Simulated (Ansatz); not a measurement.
# BN (F-43m) in Ansatz: convergence with basis error

Aim: find how far basis error must go before the results for BN settle, at PBE. This setting moves, with any that are tied to it; all else stays.

All numbers are computed with Ansatz 0.2.0; they aren't measurements. Logs are shortened: lines on timing, memory, paths and dates and some standing lists are left out, and cuts for length are marked.

### 1 Starting point

It takes space group F-43m (No. 216, cubic). The conventional cell has a = 3.626 Å, b = 3.626 Å, c = 3.626 Å, α = 90.00°, β = 90.00°, γ = 90.00°. Around N (site symmetry -43m) lie 4 B at 1.57 Å. B (site symmetry -43m) has 4 N at 1.57 Å as nearest neighbours.

The cell is a database's computed one.

### 2 With basis error 0.03 eV/atom

File input.yaml:

```yaml
crystal:
  lattice:
    - [0.0, 1.813001, 1.813001]
    - [1.813001, 0.0, 1.813001]
    - [1.813001, 1.813001, 0.0]
  atoms:
    - { symbol: "N", position: [0.25, 0.25, 0.25] }
    - { symbol: B, position: [0.0, 0.0, 0.0] }
kpoints:
  mp_grid: { grid: [13, 13, 13] }
scf:
  occupations: { method: fermi_dirac, width: 0.05 }
hamiltonian:
  xc: pbe
  pseudopotentials: { kind: all_electron, lapw: { basis_error: 0.03 } }
output:
  forces: true
  stress: true
  eigenvalues: true
```

Potentials or basis: all-electron LAPW, scalar-relativistic.

The run is started by

```console
$ ansatz run input.yaml --threads 1 --pin off --max-ram 3072MiB --backend cpu --events-out ev --progress --plain --runs-dir out
```

Run time: 4.2 s. Hardware: 1 thread of Arm Neoverse V1, shared host; peak memory 0.2 GiB.

Results:

```
Free energy            : -2168.6656 eV
Pressure               : -0.3 GPa
Band gap on the k mesh : 4.53 eV, indirect (least direct gap 8.79 eV)
```

### 3 With basis error 0.01 eV/atom

input.yaml, as its differences from that of step 2:

```diff
@@ -14,3 +14,3 @@
   xc: pbe
-  pseudopotentials: { kind: all_electron, lapw: { basis_error: 0.03 } }
+  pseudopotentials: { kind: all_electron, lapw: { basis_error: 0.01 } }
 output:
```

Potentials or basis: all-electron LAPW, scalar-relativistic.

The run is started by

```console
$ ansatz run input.yaml --threads 1 --pin off --max-ram 3072MiB --backend cpu --events-out ev --progress --plain --runs-dir out
```

Wall time 5.9 s (1 thread of Arm Neoverse V1, shared host); peak memory 0.21 GiB.

What came out:

- Free energy: -2168.6825 eV
- Pressure: -0.4 GPa
- Band gap on the k mesh: 4.53 eV, indirect (least direct gap 8.78 eV)

### 4 With basis error 0.003 eV/atom

input.yaml, as its differences from that of step 3:

```diff
@@ -14,3 +14,3 @@
   xc: pbe
-  pseudopotentials: { kind: all_electron, lapw: { basis_error: 0.01 } }
+  pseudopotentials: { kind: all_electron, lapw: { basis_error: 0.003 } }
 output:
```

The run is started by

```console
$ ansatz run input.yaml --threads 1 --pin off --max-ram 3072MiB --backend cpu --events-out ev --progress --plain --runs-dir out
```

Wall time 7.2 s (1 thread of Arm Neoverse V1, shared host); peak memory 0.23 GiB.

Results:

```
Free energy            : -2168.6881 eV
Pressure               : -0.4 GPa
Band gap on the k mesh : 4.53 eV, indirect (least direct gap 8.78 eV)
```

### 5 With basis error 0.001 eV/atom

input.yaml, as its differences from that of step 4:

```diff
@@ -14,3 +14,3 @@
   xc: pbe
-  pseudopotentials: { kind: all_electron, lapw: { basis_error: 0.003 } }
+  pseudopotentials: { kind: all_electron, lapw: { basis_error: 0.001 } }
 output:
```

The run is started by

```console
$ ansatz run input.yaml --threads 1 --pin off --max-ram 3072MiB --backend cpu --events-out ev --progress --plain --runs-dir out
```

Wall time 8.6 s (1 thread of Arm Neoverse V1, shared host); peak memory 0.25 GiB.

What came out:

```yaml
Free_energy: -2168.6899 eV
Pressure: -0.4 GPa
Band_gap_on_the_k_mesh: 4.53 eV, indirect (least direct gap 8.78 eV)
```

### 6 With basis error 0.0003 eV/atom

input.yaml, as its differences from that of step 5:

```diff
@@ -14,3 +14,3 @@
   xc: pbe
-  pseudopotentials: { kind: all_electron, lapw: { basis_error: 0.001 } }
+  pseudopotentials: { kind: all_electron, lapw: { basis_error: 0.0003 } }
 output:
```

Potentials or basis: all-electron LAPW, scalar-relativistic.

The run is started by

```console
$ ansatz run input.yaml --threads 1 --pin off --max-ram 3072MiB --backend cpu --events-out ev --progress --plain --runs-dir out
```

Wall time 11 s (1 thread of Arm Neoverse V1, shared host); peak memory 0.27 GiB.

It converged, with:

| Quantity | Value |
| --- | --- |
| Free energy | -2168.6906 eV |
| Pressure | -0.4 GPa |
| Band gap on the k mesh | 4.53 eV, indirect (least direct gap 8.78 eV) |

### 7 With basis error 0.0001 eV/atom

input.yaml, as its differences from that of step 6:

```diff
@@ -14,3 +14,3 @@
   xc: pbe
-  pseudopotentials: { kind: all_electron, lapw: { basis_error: 0.0003 } }
+  pseudopotentials: { kind: all_electron, lapw: { basis_error: 0.0001 } }
 output:
```

Potentials or basis: all-electron LAPW, scalar-relativistic.

The run is started by

```console
$ ansatz run input.yaml --threads 1 --pin off --max-ram 3072MiB --backend cpu --events-out ev --progress --plain --runs-dir out
```

The program printed:

```text
Warning: RAYON_NUM_THREADS=1 ignored (pool sized by the plan → 1); use --threads N
LAPW: plane waves up to 12.400 Å⁻¹, error target 1.0e-4 eV per atom; small_component_spin mean_spin; B in spheres of 0.746 Å, 5 of its electrons in bands, Dirac shells []; N in spheres of 0.824 Å, 7 of its electrons in bands, Dirac shells [] (how accurate: hamiltonian.pseudopotentials.lapw.basis_error, Limitations)
Engine: ansatz 0.2.0, aarch64-unknown-linux-gnu
Pseudopotentials: kind: all_electron
Pseudopotential: N, LAPW, valence charge 7, lapw/all_electron/scalar/gaussian/N, Koelling and Harmon's equation, gaussian nucleus
Pseudopotential: B, LAPW, valence charge 5, lapw/all_electron/scalar/gaussian/B, Koelling and Harmon's equation, gaussian nucleus
Functional definition: PBE
  parameter kappa = 0.804
  parameter beta = 0.06672455060314922
  exchange = pbe_x(kappa = kappa, mu = beta*pi^2/3)
  correlation = pbe_c(beta = beta)
Crystal: 2 atoms, lattice volume = 11.919 Å³
Basis set: ecut = 585.7909722955563 eV, 387 PW (Γ), exchange–correlation at level 2
Bands: 10, of which v1, the nominal top of the filled ones, is band 6 counted from 1 (5 counted from 0)
Symmetry: 24 space group operations
Space group: F-43m (ITA 216), of the structure as read, at distance tolerance 2.3e-5 Å
k-points: 84 of 2197 (time reversal used)
Non-local potential: N, projectors of the file, none
Non-local potential: B, projectors of the file, none
Initial density: superposition of atomic densities (chi_scale 0.1, normalization cell, long waves kept (reshape's long-wave potential 0.00 eV rms))
Initial wavefunctions: plane waves of lowest kinetic energy (no species holds an atomic orbital)
Functional: x = pbe(κ = 0.804, μ = 0.2195149727645171), c = pbe(β = 0.06672455060314922)
iter 1 solved again at ethr=1.82e-2 eV; its pass at ethr=1.00e-1 eV (dr2=2.18e0 eV) is discarded
SCF iter   1: F=—  HF=-2169.611726 eV  |F-HF|=—  |Δ(HF+E_count)|=         —  Δρ=1.52e-1  dr2=2.18e0  ethr=1.82e-2  ⟨swp⟩=2.0  Hψ=6464  notcnv=0
preconditioner: auto → none  [insulator: Δε(μ)=6.082 eV  Ē_g=20.337 eV  σ=0.050 eV  W_gap=1.00  n_scr=0 (ndim 8)  ℏωp=30.4 eV  f_vac=0.000  D(μ)=0.00/eV (n_scr^D=0)  ε∞_Penn≈3.2]
iter 2 solved again at ethr=1.79e-3 eV; its pass at ethr=1.82e-2 eV (dr2=2.15e-1 eV) is discarded
SCF iter   2: F=—  HF=-2168.772769 eV  |F-HF|=—  |Δ(HF+E_count)|=   8.39e-1  Δρ=5.27e-2  dr2=2.15e-1  ethr=1.79e-3  ⟨swp⟩=2.0  Hψ=4473  notcnv=0
SCF iter   3: F=—  HF=-2168.695888 eV  |F-HF|=—  |Δ(HF+E_count)|=   7.69e-2  Δρ=2.41e-2  dr2=4.78e-2  ethr=1.79e-3  ⟨swp⟩=2.1  Hψ=2530  notcnv=0
SCF iter   4: F=—  HF=-2168.691062 eV  |F-HF|=—  |Δ(HF+E_count)|=         —  Δρ=8.12e-3  dr2=5.57e-3  ethr=3.98e-4  ⟨swp⟩=2.1  Hψ=2509  notcnv=0
the basis was enlarged: its passes take 157.0 KiB over the memory plan, 1 of 1 planned eigensolver slots
SCF iter   5: F=—  HF=-2168.690730 eV  |F-HF|=—  |Δ(HF+E_count)|=   3.32e-4  Δρ=1.29e-3  dr2=1.47e-4  ethr=4.64e-5  ⟨swp⟩=2.1  Hψ=2308  notcnv=0
SCF iter   6: F=—  HF=-2168.690736 eV  |F-HF|=—  |Δ(HF+E_count)|=   6.18e-6  Δρ=9.60e-5  dr2=8.68e-7  ethr=1.23e-6  ⟨swp⟩=2.1  Hψ=2184  notcnv=0
SCF iter   7: F=-2168.690736 eV  HF=-2168.690736 eV  |F-HF|=2.36e-10  |Δ(HF+E_count)|=   2.45e-7  Δρ=3.05e-6  dr2=8.38e-10  ethr=7.24e-9  ⟨swp⟩=2.7  Hψ=2273  notcnv=0
SCF 1 converged in 7 iterations: F = -2168.690736 eV  dr2 = 8.38e-10
SCF converged after 7 iterations
Free energy (F): -2168.690736 eV
Harris-Foulkes:  -2168.690736 eV  (|F-HF|=2.36e-10)
Internal energy: -2168.690736 eV  (E = F + TS)
E sigma→0 (E₀):  -2168.690736 eV
Fermi energy:    13.573278 eV
--- Per-component energies (eV) ---
  E_band       = -1022.477133
  E_kinetic    = 2161.347098
  E_xc         = -300.221029
  E_electrostatic = -4029.816806  (all electrons and nuclei)
  E_smearing   = -0.000000  (= −TS)
  E_closure    = 0.000000  (closes the sum)
  E_atoms      = -2151.229577  (free atoms, spherical and without spin; not in F)
  Σ components = -2168.690736   (vs F -2168.690736, Δ=0.00e0)
  Basis errors (estimates in eV, not in F): energy 5.8e-5 per atom: plane waves 5.3e-5 (3.3e-5 summed), levels above the bands 1.2e-137, relativity 6.4e-9, radial functions 4.7e-6, core shells 0.0e0; eigenvalues (radial functions only) 5.7e-7; not estimated: angular momenta, meshes, grids; target (lapw.basis_error) 1.0e-4; muffin-tin radii B 0.746 Å, N 0.824 Å
--- Forces (eV/Å), atoms counted from 1 ---
  atom   1  N     -0.00000000    -0.00000000    -0.00000000
  atom   2  B      0.00000000    -0.00000000    -0.00000000
  max |Σ_I F_I| component: 5.55e-17 eV/Å
--- Stress (GPa, compression-positive) ---
       -0.412126       0.000000      -0.000000
        0.000000      -0.412126       0.000000
       -0.000000       0.000000      -0.412126
  P = ⅓ Tr σ = -0.4121 GPa (-4.121 kbar)
--- Band table (eV; the first three rows and the last of 84) ---
  k-point 0: bands = ["-363.8797", "-161.3074", "-8.8094", "11.3155", "11.3155", "11.3155", "20.0994", "20.0994", "20.0994", "21.5212"]
  k-point 1: bands = ["-363.8797", "-161.3074", "-8.6665", "10.5337", "11.1619", "11.1619", "20.2721", "20.3328", "20.3328", "22.0113"]
  k-point 2: bands = ["-363.8797", "-161.3073", "-8.2423", "8.6830", "10.7772", "10.7772", "20.5421", "20.8966", "20.8966", "23.2084"]
  k-point 83: bands = ["-363.8797", "-161.3072", "-3.0683", "3.5393", "4.4301", "5.3263", "20.7499", "24.2482", "25.3415", "26.7515"]
```

Run time: 15 s. Hardware: 1 thread of Arm Neoverse V1, shared host; peak memory 0.3 GiB.

Results:

```yaml
Free_energy: -2168.6907 eV
Pressure: -0.4 GPa
Band_gap_on_the_k_mesh: 4.53 eV, indirect (least direct gap 8.78 eV)
```

### 8 Summary

| basis error | energy less the tightest run, at zero smearing (meV/atom) | pressure (GPa) | SCF cycles | CPU time (s) | peak memory (GiB) |
| --- | --- | --- | --- | --- | --- |
| 0.03 eV/atom | 12.58 | -0.28 | 7 | 4.2 | 0.2 |
| 0.01 eV/atom | 4.11 | -0.38 | 7 | 5.9 | 0.21 |
| 0.003 eV/atom | 1.30 | -0.40 | 7 | 7.2 | 0.23 |
| 0.001 eV/atom | 0.41 | -0.41 | 7 | 8.6 | 0.25 |
| 0.0003 eV/atom | 0.09 | -0.41 | 7 | 11 | 0.27 |
| 0.0001 eV/atom | 0.00 | -0.41 | 7 | 15 | 0.3 |

Against the tightest run, the energy stays within 1 meV/atom from 0.001 eV/atom on; the pressure stays within 0.1 GPa from 0.01 eV/atom on. The tightest run that finished is the yardstick and may itself not be fully converged.

Caveats: an odd mesh through Γ misses points on the zone boundary, where band edges often lie.
